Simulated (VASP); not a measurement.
A run of VASP 6.6.1 is set up as follows.

Contents of POSCAR:

```
CaF2                                    
1.0
    0.0000000000      2.7129826653      2.7129826653
    2.7129826653      0.0000000000      2.7129826653
    2.7129826653      2.7129826653     -0.0000000000
  Ca              F             
     1     2
Direct
     0.0000000000000000    1.0000000000000000    0.0000000000000000
     0.2500000000000000    0.2500000000000000    0.2500000000000000
     0.7500000000000000    0.7500000000000000    0.7500000000000000
```

INCAR.step1

```
SYSTEM = CaF2
  PREC = Accurate
  ENCUT = 520
  EDIFF = 1E-6
  ISMEAR = 0
  SIGMA = 0.02
  LREAL = .False.
  LASPH = .True.
  NELM = 80
  ALGO = Fast
  ISIF = 2
  LWAVE = .False.
  LCHARG = .True.
  GGA = PS
```

The input KPOINTS.step1:

```
Automatic mesh
0
Gamma
  10 10 10
  0 0 0
```

Contents of INCAR.step2:

```
SYSTEM = CaF2
  PREC = Accurate
  ENCUT = 520
  EDIFF = 1E-6
  ISMEAR = 0
  SIGMA = 0.05
  LREAL = .False.
  LASPH = .True.
  NELM = 80
  ALGO = Fast
  ISIF = 2
  LWAVE = .False.
  LCHARG = .False.
  GGA = PS
  ICHARG = 11
```

KPOINTS.step2

```
path GXWKGLUWLK,UX
20
line-mode
reciprocal
 0.0000000000  0.0000000000  0.0000000000  G
 0.5000000000  0.0000000000  0.5000000000  X

 0.5000000000  0.0000000000  0.5000000000  X
 0.5000000000  0.2500000000  0.7500000000  W

 0.5000000000  0.2500000000  0.7500000000  W
 0.3750000000  0.3750000000  0.7500000000  K

 0.3750000000  0.3750000000  0.7500000000  K
 0.0000000000  0.0000000000  0.0000000000  G

 0.0000000000  0.0000000000  0.0000000000  G
 0.5000000000  0.5000000000  0.5000000000  L

 0.5000000000  0.5000000000  0.5000000000  L
 0.6250000000  0.2500000000  0.6250000000  U

 0.6250000000  0.2500000000  0.6250000000  U
 0.5000000000  0.2500000000  0.7500000000  W

 0.5000000000  0.2500000000  0.7500000000  W
 0.5000000000  0.5000000000  0.5000000000  L

 0.5000000000  0.5000000000  0.5000000000  L
 0.3750000000  0.3750000000  0.7500000000  K

 0.6250000000  0.2500000000  0.6250000000  U
 0.5000000000  0.0000000000  0.5000000000  X
```

Potentials or basis: VASP PAW PBE potentials, release 64 (Ca_sv, F).

Launch:

```bash
$ cat potpaw_PBE.64/Ca_sv/POTCAR potpaw_PBE.64/F/POTCAR > POTCAR
$ cp INCAR.step1 INCAR
$ cp KPOINTS.step1 KPOINTS
$ mpirun -np 1 vasp_std > vasp.out
$ cp INCAR.step2 INCAR
$ cp KPOINTS.step2 KPOINTS
$ mpirun -np 1 vasp_std > vasp.out
```

Q: Predict the band gap along the path.

A: 7.21 eV, indirect (least direct gap 7.47 eV).

Q: Predict the band gap on the k mesh.

A: 7.21 eV, indirect (least direct gap 7.47 eV).

Levels at the corners of the path, in eV from the valence-band top:
```
point  band 9  band 10  band 11  band 12  band 13  band 14  band 15  band 16
    Γ   -2.21    -0.26    -0.26    -0.26     7.21     9.19     9.19    11.38
    X   -1.70    -0.38    -0.38     0.00     8.07     9.58    10.18    10.99
    X   -1.70    -0.38    -0.38     0.00     8.07     9.58    10.18    10.99
    W   -1.08    -1.08    -0.30    -0.09     8.41     9.82    10.01    10.01
    W   -1.08    -1.08    -0.30    -0.09     8.41     9.82    10.01    10.01
    K   -1.55    -0.68    -0.46    -0.10     8.34     9.78     9.89    10.43
    K   -1.55    -0.68    -0.46    -0.10     8.34     9.78     9.89    10.43
    Γ   -2.21    -0.26    -0.26    -0.26     7.21     9.19     9.19    11.38
    Γ   -2.21    -0.26    -0.26    -0.26     7.21     9.19     9.19    11.38
    L   -1.34    -1.28    -0.86    -0.86     9.43     9.43     9.83    10.63
    L   -1.34    -1.28    -0.86    -0.86     9.43     9.43     9.83    10.63
    U   -1.55    -0.68    -0.46    -0.10     8.34     9.78     9.89    10.43
    U   -1.55    -0.68    -0.46    -0.10     8.34     9.78     9.89    10.43
    W   -1.08    -1.08    -0.30    -0.09     8.41     9.82    10.01    10.01
    W   -1.08    -1.08    -0.30    -0.09     8.41     9.82    10.01    10.01
    L   -1.34    -1.28    -0.86    -0.86     9.43     9.43     9.83    10.63
    L   -1.34    -1.28    -0.86    -0.86     9.43     9.43     9.83    10.63
    K   -1.55    -0.68    -0.46    -0.10     8.34     9.78     9.89    10.43
    U   -1.55    -0.68    -0.46    -0.10     8.34     9.78     9.89    10.43
    X   -1.70    -0.38    -0.38     0.00     8.07     9.58    10.18    10.99
```

Caveat: the log is that of the step along the path at fixed density, whose energy, stress, charges and moments have no meaning. PBEsol gaps usually lie below the measured ones, often by a third to a half.
